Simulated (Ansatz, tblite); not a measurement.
# YN with GFN1-xTB from a Python script

These are simulated results from tblite 0.8.0, not measurements. The cell began as a measured structure and was relaxed with r2SCAN in plane waves (Ansatz 0.2.0). All runs are without spin polarisation.

The symmetry is Fm-3m (No. 225, cubic); a = 4.896 Å in the conventional setting, 14.67 Å³ an atom. Y has 6 N at 2.45 Å; N has 6 Y at 2.45 Å.

tblite solves periodic systems at the zone centre alone, so the script builds a cluster of 2×2×2 conventional cells (64 atoms), which folds in a coarse mesh of k points.

run.py reads:

```python
import json
from ase import Atoms
from ase.build import make_supercell
from ase.units import Bohr, GPa, Hartree
from tblite.interface import Calculator

atoms = Atoms(['Y', 'N'],
              cell=[[0.0, 2.44804797, 2.44804797], [2.44804797, 0.0, 2.44804797], [2.44804797, 2.44804797, 0.0]],
              scaled_positions=[[0.0, 0.0, 0.0], [0.5, 0.5, 0.5]],
              pbc=True)
cluster = make_supercell(atoms, [[-2, 2, 2], [2, -2, 2], [2, 2, -2]])
calc = Calculator('GFN1-xTB', cluster.numbers, cluster.positions / Bohr, lattice=cluster.cell[:] / Bohr, periodic=cluster.pbc)
calc.set('temperature', 0.02 / Hartree)
calc.set('max-iter', 150)
res = calc.singlepoint()
levels = res.get('orbital-energies') * Hartree
nv = round(res.get('orbital-occupations').sum() / 2)
cells = len(cluster) // len(atoms)
out = {'energy_per_cell': res.get('energy') * Hartree / cells, 'homo': levels[nv - 1], 'lumo': levels[nv],
       'stress': (-res.get('virial') * Hartree / cluster.get_volume() / GPa).tolist(), 'charges': res.get('charges')[:len(atoms)].tolist(), 'electrons': 2 * nv / cells}
json.dump(out, open('results.json', 'w'))
for key, value in out.items():
    print(key, value)
```

Command: `python run.py`. It took 5 s on 1 thread of Arm Neoverse V1, on a shared host, peak memory 0.12 GiB.

What it printed:

```
------------------------------------------------------------
  cycle        total energy    energy error   density error
------------------------------------------------------------
      1     -102.2378408192  -1.0198594E+02   1.4159207E+00
      2     -35.25866876039   6.6979172E+01   2.8641363E+00
      3     -112.9916935377  -7.7733025E+01   9.9996871E-01
      4     -130.5437543292  -1.7552061E+01   4.0293502E-01
      5     -131.3093057712  -7.6555144E-01   3.1629662E-01
      6     -120.3670068265   1.0942299E+01   9.9088719E-01
      7     -129.6309742229  -9.2639674E+00   2.8793915E-01
      8     -130.9687846289  -1.3378104E+00   3.3064707E-01
      9     -132.9708966974  -2.0021121E+00   1.4538913E-01
     10     -133.3977984139  -4.2690172E-01   6.6144038E-02
     11     -133.4292446726  -3.1446259E-02   4.3215049E-02
     12     -133.4635553834  -3.4310711E-02   3.5373336E-02
     13     -133.4807263329  -1.7170949E-02   2.8335241E-02
     14     -133.4877030896  -6.9767567E-03   2.1549650E-02
     15     -133.4901419454  -2.4388558E-03   1.8531916E-02
     16     -133.4943728344  -4.2308890E-03   1.5050895E-02
     17     -133.4955906693  -1.2178349E-03   1.4584858E-02
     18     -133.4983772656  -2.7865964E-03   1.1580540E-02
     19     -133.4992575024  -8.8023679E-04   1.0379794E-02
     20     -133.4994661716  -2.0866920E-04   1.0065761E-02
     21     -133.5004920346  -1.0258630E-03   8.3838516E-03
     22     -133.5010980733  -6.0603867E-04   6.9609450E-03
     23     -133.5012652043  -1.6713106E-04   6.4834412E-03
     24     -133.5017988923  -5.3368802E-04   4.5098162E-03
     25     -133.5020241134  -2.2522107E-04   3.3527944E-03
     26     -133.5022256307  -2.0151731E-04   1.7670371E-03
     27     -133.5022934402  -6.7809498E-05   5.7351486E-04
     28     -133.5022986234  -5.1832273E-06   3.0238949E-04
     29     -133.5023000693  -1.4458357E-06   1.5944621E-04
     30     -133.5023004068  -3.3750970E-07   1.0950325E-04
     31     -133.5023006929  -2.8607272E-07   3.4882573E-05
     32     -133.5023007240  -3.1098580E-08   6.9637691E-06
------------------------------------------------------------

 total:                                   4.305 sec
energy_per_cell -113.52445750440185
homo -10.53911200192445
lumo -10.539112001924419
stress [[6.738291340613993, -6.863657004832678e-13, 9.656760849015448e-12], [-6.860429571278368e-13, 6.738291340586763, -4.581635710902727e-13], [9.656869952571698e-12, -4.582625534279814e-13, 6.7382913405369]]
charges [0.6729583462180391, -0.6729500551471888]
electrons 8.0
```

The cycle table is in hartree for the whole cluster, and the lines after it are in eV (the energy for one cell). The printed stress is in GPa and positive in compression, and the pressure is its mean diagonal.

GFN1-xTB gives no gap at the points read. On the same cell, plane-wave PBE (Ansatz, 10×10×10 k points and the special points) gives a gap of 0.20 eV and r2SCAN a gap of 0.58 eV; on shared hosts these took about 1.5 and 4.7 core-seconds on the 2-atom cell, against 5 for the script. Semilocal gaps usually lie below measured ones.

The same script was run on cells scaled at fixed shape and fractional coordinates:

| volume (Å³/atom) | energy (meV/atom) | pressure (GPa, positive in compression) | gap (eV) |
| --- | --- | --- | --- |
| 12.91 | 120.0 | 16.56 | 0.00 |
| 13.79 | 46.8 | 10.58 | 0.00 |
| 14.67 | 0.0 | 6.74 | 0.00 |
| 15.55 | -29.3 | 4.11 | 0.00 |
| 16.43 | -46.3 | 2.15 | 0.00 |

The minimum lies beyond the largest of these volumes.

xTB was fitted mostly to molecules, and a small cluster samples few k points, so gaps, pressures and kinks along a curve can be far from a solid's.
